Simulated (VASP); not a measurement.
# Cu (Fm-3m) in VASP: a series of runs

One crystal, Cu, is run at these levels: PBE; tasks: relaxation of cell and atoms.

Everything below comes from runs of VASP 6.6.1. Logs are shortened: lines on timing, memory, paths and dates and some standing lists are left out, and cuts for length are marked.

## 1. Starting point

It takes space group Fm-3m (No. 225, cubic). Conventional cell: a = 3.615 Å, b = 3.615 Å, c = 3.615 Å, α = 90.00°, β = 90.00°, γ = 90.00°. Around Cu (site symmetry m-3m) lie 12 Cu at 2.56 Å.

## 2. Relaxation of cell and atoms, PBE

The input, INCAR:

```
  PREC = Accurate
  ENCUT = 520
  EDIFF = 1E-7
  ISMEAR = 0
  SIGMA = 0.3
  LREAL = False
  LASPH = True
  NELM = 80
  ALGO = Normal
  ISIF = 3
  LWAVE = False
  LCHARG = False
  GGA = PE
  IBRION = 2
  NSW = 80
  EDIFFG = -0.002
```

The input, KPOINTS:

```
Automatic mesh
0
Gamma
  20 20 20
```

The input, POSCAR:

```
Cu
1.0
    0.0000000000      1.8075000000      1.8075000000
    1.8075000000      0.0000000000      1.8075000000
    1.8075000000      1.8075000000      0.0000000000
Cu
1
Direct
    0.0000000000      0.0000000000      0.0000000000
```

Potentials or basis: VASP PAW PBE potentials, release 64 (Cu).

Command:

```
$ cat potpaw_PBE.64/Cu/POTCAR > POTCAR
$ mpirun -np 1 vasp_std > vasp.out
```

OUTCAR:

```text
PREC = Accurate
   ENCUT = 520
   EDIFF = 1E-7
   ISMEAR = 0
   LREAL = False
   LASPH = True
   NELM = 80
   ISIF = 3
   GGA = PE
   IBRION = 2
   NSW = 80
   EDIFFG = -0.002

 ion  position               nearest neighbor table
   1  0.000  0.000  0.000-

  LATTYP: Found a face centered cubic cell.
 ALAT       =     3.6150000000

  Lattice vectors:

 A1 = (   0.0000000000,   1.8075000000,   1.8075000000)
 A2 = (   1.8075000000,   0.0000000000,   1.8075000000)
 A3 = (   1.8075000000,   1.8075000000,   0.0000000000)

Analysis of symmetry for initial positions (statically):
=====================================================================
 Subroutine PRICEL returns:
 Original cell was already a primitive cell.

 Routine SETGRP: Setting up the symmetry group for a
 face centered cubic supercell.

 Subroutine GETGRP returns: Found 48 space group operations
 (whereof 48 operations were pure point group operations)
 out of a pool of 48 trial point group operations.

The static configuration has the point symmetry O_h .

Analysis of symmetry for dynamics (positions and initial velocities):
=====================================================================
 Subroutine PRICEL returns:
 Original cell was already a primitive cell.

 Routine SETGRP: Setting up the symmetry group for a
 face centered cubic supercell.

 Subroutine GETGRP returns: Found 48 space group operations
 (whereof 48 operations were pure point group operations)
 out of a pool of 48 trial point group operations.

The dynamic configuration has the point symmetry O_h .

 Subroutine INISYM returns: Found 48 space group operations
 (whereof 48 operations are pure point group operations),
 and found     1 'primitive' translations

----------------------------------------------------------------------------------------

                                     Primitive cell

  volume of cell :      11.8104

  direct lattice vectors                    reciprocal lattice vectors
     0.000000000  1.807500000  1.807500000    -0.276625173  0.276625173  0.276625173
     1.807500000  0.000000000  1.807500000     0.276625173 -0.276625173  0.276625173
     1.807500000  1.807500000  0.000000000     0.276625173  0.276625173 -0.276625173

  length of vectors
     2.556191014  2.556191014  2.556191014     0.479128854  0.479128854  0.479128854

  position of ions in fractional coordinates (direct lattice)
     0.000000000  0.000000000  0.000000000

  ion indices of the primitive-cell ions
   primitive index   ion index
                 1           1

----------------------------------------------------------------------------------------

 KPOINTS: Automatic mesh

Automatic generation of k-mesh.
 Grid dimensions read from file:
 generate k-points for:   20   20   20

 Generating k-lattice:

  Cartesian coordinates                     Fractional coordinates (reciprocal lattice)
    -0.013831259  0.013831259  0.013831259     0.050000000  0.000000000  0.000000000
     0.013831259 -0.013831259  0.013831259     0.000000000  0.050000000  0.000000000
     0.013831259  0.013831259 -0.013831259     0.000000000  0.000000000  0.050000000

  Length of vectors
     0.023956443  0.023956443  0.023956443

  Shift w.r.t. Gamma in fractional coordinates (k-lattice)
     0.000000000  0.000000000  0.000000000

 Subroutine IBZKPT returns following result:
 ===========================================

 Found    256 irreducible k-points:

 Following reciprocal coordinates:
            Coordinates               Weight
  0.000000  0.000000  0.000000      1.000000
  0.050000  0.000000  0.000000      8.000000
  0.100000  0.000000  0.000000      8.000000
  0.150000  0.000000  0.000000      8.000000
  0.200000  0.000000  0.000000      8.000000
  0.250000  0.000000  0.000000      8.000000
[... 16 lines left out ...]
 -0.400000  0.050000  0.000000     24.000000
 -0.350000  0.050000  0.000000     24.000000
 [... further k-points ...]
   k-points           NKPTS =    256   k-points in BZ     NKDIM =    256   number of bands    NBANDS=      9
   number of dos      NEDOS =    301   number of ions     NIONS =      1
   total plane-waves  NPLWV =   8000
   dimension x,y,z NGX =    20 NGY =   20 NGZ =   20
   dimension x,y,z NGXF=    40 NGYF=   40 NGZF=   40
   ions per type =               1
   NGX,Y,Z   is equivalent  to a cutoff of  13.01, 13.01, 13.01 a.u.
   NGXF,Y,Z  is equivalent  to a cutoff of  26.01, 26.01, 26.01 a.u.
 SYSTEM =  unknown system
   PREC   = accura    normal or accurate (medium, high low for compatibility)
   ISTART =      0    job   : 0-new  1-cont  2-samecut
   ICHARG =      2    charge: 1-file 2-atom 10-const
   ISPIN  =      1    spin polarized calculation?
   LNONCOLLINEAR =      F non collinear calculations
   LSORBIT =      F    spin-orbit coupling
   LASPH  =      T    aspherical Exc in radial PAW
   ENCUT  =  520.0 eV  38.22 Ry    6.18 a.u.   4.75  4.75  4.75*2*pi/ulx,y,z
   NELM   =     80;   NELMIN=  2; NELMDL= -5     # of ELM steps
   EDIFF  = 0.1E-06   stopping-criterion for ELM
   LREAL  =      F    real-space projection
   EDIFFG = -.2E-02   stopping-criterion for IOM
   NSW    =     80    number of steps for IOM
   IBRION =      2    ionic relax: 0-MD 1-quasi-New 2-CG
   NFREE  =      1    steps in history (QN), initial steepest desc. (CG)
   ISIF   =      3    stress and relaxation
   ISYM   =      2    0-nonsym 1-usesym 2-fastsym
   POTIM  = 0.5000    time-step for ionic-motion
   TEBEG  =    0.0;   TEEND  =   0.0 temperature during run
   PSTRESS=    0.0 pullay stress
   NELECT =      11.0000    total number of electrons
   NUPDOWN=      -1.0000    fix difference up-down
   EMIN   =  10.00;   EMAX   =-10.00  energy-range for DOS
   EFERMI =   0.00;   METHOD = LEGACY
   ISMEAR =     0;   SIGMA  =   0.30  broadening in eV -4-tet -1-fermi 0-gaus
   EFERMI_NEDOS =   21; number of points for ismear=-14 and -15
   IALGO  =     38    algorithm
   IMIX   =      4    mixing-type and parameters
     AMIX     =   0.40;   BMIX     =  1.00
     AMIX_MAG =   1.60;   BMIX_MAG =  1.00
  volume/ion in A,a.u.               =      11.81        79.70
  Fermi-wavevector in a.u.,A,eV,Ry     =   1.598763  3.021224 34.777078  2.556043
  Thomas-Fermi vector in A             =   2.696162
   LORBIT       =      0    0 simple, 1 ext, 2 COOP (PROOUT), +10 PAW based schemes
   GGA     = PE    functional components
   LHFCALC =     F    Hartree Fock is set to
   AEXX    =    0.0000 exact exchange contribution
   IVDW    =     0    specifies the selected vdW correction
   LEPSILON=     F    determine dielectric tensor
   LRPA    =     F    only Hartree local field effects (RPA)
 conjugate gradient relaxation of ions
 non-spin polarized calculation
 Gauss-broadening in eV      SIGMA  =   0.30
  energy-cutoff  :      520.00
  volume of cell :       11.81
 maximum number of plane-waves:       332
   NGX =  9   NGY =  9   NGZ =  9

--------------------------------------- Ionic step        1  -------------------------------------------

 number of electron      11.0000001 magnetization

 Free energy of the ion-electron system (eV)
  ---------------------------------------------------
  ext. energy  EPLUGINS =         0.00000000
  ---------------------------------------------------
  free energy    TOTEN  =        -3.73364626 eV

  energy without entropy =       -3.72087806  energy(sigma->0) =       -3.72726216

------------------------ aborting loop because EDIFF is reached ----------------------------------------

  FORCE on cell =-STRESS in cart. coord.  units (eV):
  Direction    XX          YY          ZZ          XY          YZ          ZX
  --------------------------------------------------------------------------------------
  -------------------------------------------------------------------------------------
  Total        0.1724391      0.1724391      0.1724391     -0.0000000     -0.0000000      0.0000000
  in kB       23.3927567     23.3927567     23.3927567     -0.0000000     -0.0000000      0.0000000
  external PRESSURE =      23.3927567 kB  Pullay stress =       0.0000000 kB

 VOLUME and BASIS-vectors are now :
 -----------------------------------------------------------------------------
  energy-cutoff  :      520.00
  volume of cell :       11.81
      direct lattice vectors                 reciprocal lattice vectors
     0.000000000  1.807500000  1.807500000    -0.276625173  0.276625173  0.276625173
     1.807500000  0.000000000  1.807500000     0.276625173 -0.276625173  0.276625173
     1.807500000  1.807500000  0.000000000     0.276625173  0.276625173 -0.276625173
[... 36 lines left out ...]
 POSITION                                       TOTAL-FORCE (eV/Angst)
 -----------------------------------------------------------------------------------
      1.82254     -0.00000      1.82254         0.000000     -0.000000      0.000000
 -----------------------------------------------------------------------------------
    total drift:                               -0.000000      0.000000     -0.000000

  FREE ENERGIE OF THE ION-ELECTRON SYSTEM (eV)
  ---------------------------------------------------
  free  energy   TOTEN  =        -3.7345871734 eV

  energy  without entropy=       -3.7217054577  energy(sigma->0) =       -3.72814632

--------------------------------------- Ionic step        3  -------------------------------------------

 number of electron      10.9999996 magnetization

 Free energy of the ion-electron system (eV)
  ---------------------------------------------------
  ext. energy  EPLUGINS =         0.00000000
  ---------------------------------------------------
  free energy    TOTEN  =        -3.73500128 eV

  energy without entropy =       -3.72215997  energy(sigma->0) =       -3.72858062

 E-fermi :   7.3960     XC(G=0): -12.6340

 val. band max:        7.3407185720   @ k =   0.5000   0.2500   0.1000
 cond. band min:       7.4061924507   @ k =   0.5000   0.3500   0.1500
 fundamental gap:      0.0654738786
 Fermi energy:         7.3960466383

 k-point     1 :       0.0000    0.0000    0.0000
  band No.  band energies     occupation
      1      -1.8409      2.00000
      2       4.4093      2.00000
      3       4.4093      2.00000
      4       4.4093      2.00000
      5       5.2110      2.00000
      6       5.2110      2.00000
      7      29.8567      0.00000
      8      32.3775      0.00000
      9      32.3775      0.00000

 k-point     2 :       0.0500    0.0000    0.0000
  band No.  band energies     occupation
      1      -1.7507      2.00000
      2       4.3903      2.00000
      3       4.4263      2.00000
      4       4.4263      2.00000
      5       5.2042      2.00000
      6       5.2042      2.00000
      7      29.3448      0.00000
      8      31.1732      0.00000
      9      32.0724      0.00000
[... 253 lines left out ...]
 k-point    24 :      -0.3500    0.0500    0.0000
  band No.  band energies     occupation
      1       1.9397      2.00000
      2       4.4353      2.00000
      3       4.4741      2.00000
      4       4.6124      2.00000
      5       5.5193      2.00000
      6       5.7969      2.00000
      7      14.5767      0.00000
      8      27.0000      0.00000
      9      29.4001      0.00000

 [... further k-points ...]
[... 5 lines left out ...]
  --------------------------------------------------------------------------------------
  -------------------------------------------------------------------------------------
  Total        0.0014188      0.0014188      0.0014188      0.0000000     -0.0000000     -0.0000000
  in kB        0.1894346      0.1894346      0.1894346      0.0000000     -0.0000000     -0.0000000
  external PRESSURE =       0.1894346 kB  Pullay stress =       0.0000000 kB

 VOLUME and BASIS-vectors are now :
 -----------------------------------------------------------------------------
  energy-cutoff  :      520.00
  volume of cell :       12.00
      direct lattice vectors                 reciprocal lattice vectors
    -0.000000000  1.817107633  1.817107633    -0.275162567  0.275162567  0.275162567
     1.817107633 -0.000000000  1.817107633     0.275162567 -0.275162567  0.275162567
     1.817107633  1.817107633  0.000000000     0.275162567  0.275162567 -0.275162567

 POSITION                                       TOTAL-FORCE (eV/Angst)
 -----------------------------------------------------------------------------------
      0.00000      0.00000      0.00000         0.000000      0.000000     -0.000000
 -----------------------------------------------------------------------------------
    total drift:                                0.000000      0.000000      0.000000

  FREE ENERGIE OF THE ION-ELECTRON SYSTEM (eV)
  ---------------------------------------------------
  free  energy   TOTEN  =        -3.7350012794 eV

  energy  without entropy=       -3.7221599684  energy(sigma->0) =       -3.72858062

 reached required accuracy - stopping structural energy minimisation
```

It took 22 s on 1 thread of Intel Xeon 6975P-C (Granite Rapids), shared host; peak memory 0.15 GiB.

Results:

| Property | Result |
| --- | --- |
| Free energy | -3.7350 eV |
| Relaxed volume | 12.00 Å³/atom |
| Relaxed cell | a = 2.570 Å, b = 2.570 Å, c = 2.570 Å, α = 60.00°, β = 60.00°, γ = 60.00° |
| Space group after relaxing (to 0.05 Å) | Fm-3m (No. 225) |
| Energy gained by relaxing | 1.4 meV/atom |
| Ionic steps | 3 |
| Pressure after relaxing | 0.0 GPa |
| Band gap on the k mesh | none (metal or under the smearing width) |

The path:
| step | energy change (eV) | largest force (eV/Å) | pressure (GPa) | volume (Å³) |
| --- | --- | --- | --- | --- |
| 1 | 0.0000 | 0.0000 | 2.34 | 11.81 |
| 2 | -0.0009 | 0.0000 | -1.22 | 12.11 |
| 3 | -0.0014 | 0.0000 | 0.02 | 12.00 |

Final structure:
```
Cu
1.0
     0.00000    1.81711    1.81711
     1.81711    0.00000    1.81711
     1.81711    1.81711    0.00000
Cu
1
Direct
  0.00000 0.00000 0.00000
```

## 3. Relaxation of cell and atoms, PBE

This run uses another cell than the first one, of 12.00 Å³/atom, 1.016 times its volume.

INCAR is that of step 2.

KPOINTS is that of step 2.

The input, POSCAR:

```
Cu                                      
1.0
   -0.0000000000      1.8171076327      1.8171076327
    1.8171076327     -0.0000000000      1.8171076327
    1.8171076327      1.8171076327      0.0000000000
  Cu            
     1
Direct
     0.0000000000000000    0.0000000000000000    0.0000000000000000
```

Potentials or basis: VASP PAW PBE potentials, release 64 (Cu).

Command:

```
$ cat potpaw_PBE.64/Cu/POTCAR > POTCAR
$ mpirun -np 1 vasp_std > vasp.out
```

Run time: 14 s. Hardware: 1 thread of Intel Xeon 6975P-C (Granite Rapids), shared host; peak memory 0.14 GiB.

Results (log left out):

```yaml
Free_energy: -3.7351 eV
Relaxed_volume: 12.01 Å³/atom
Relaxed_cell: a = 2.570 Å, b = 2.570 Å, c = 2.570 Å, α = 60.00°, β = 60.00°, γ = 60.00°
Space_group_after_relaxing_to_0.05_Å: Fm-3m (No. 225)
Energy_gained_by_relaxing: 0.0 meV/atom
Ionic_steps: 2
Pressure_after_relaxing: 0.0 GPa
Band_gap_on_the_k_mesh: none (metal or under the smearing width)
```

Final structure:
```cif
data_structure
_symmetry_space_group_name_H-M 'P 1'
_symmetry_Int_Tables_number 1
_cell_length_a 2.5702
_cell_length_b 2.5702
_cell_length_c 2.5702
_cell_angle_alpha 60.000
_cell_angle_beta 60.000
_cell_angle_gamma 60.000
_cell_volume 12.01
loop_
_atom_site_label
_atom_site_type_symbol
_atom_site_fract_x
_atom_site_fract_y
_atom_site_fract_z
_atom_site_occupancy
Cu1 Cu 0.00000 0.00000 0.00000 1
```

Levels at points of the mesh, in eV from the Fermi level:
```tsv
k point	band 3	band 4	band 5	band 6	band 7	band 8	band 9
(0.00, 0.00, 0.00)	-2.99	-2.99	-2.18	-2.18	22.46	24.97	24.97
(0.50, 0.00, 0.00)	-3.02	-1.63	-1.63	-0.96	3.67	20.96	21.81
(0.50, 0.50, 0.00)	-1.65	-1.49	-1.49	1.50	6.99	12.95	12.95
```
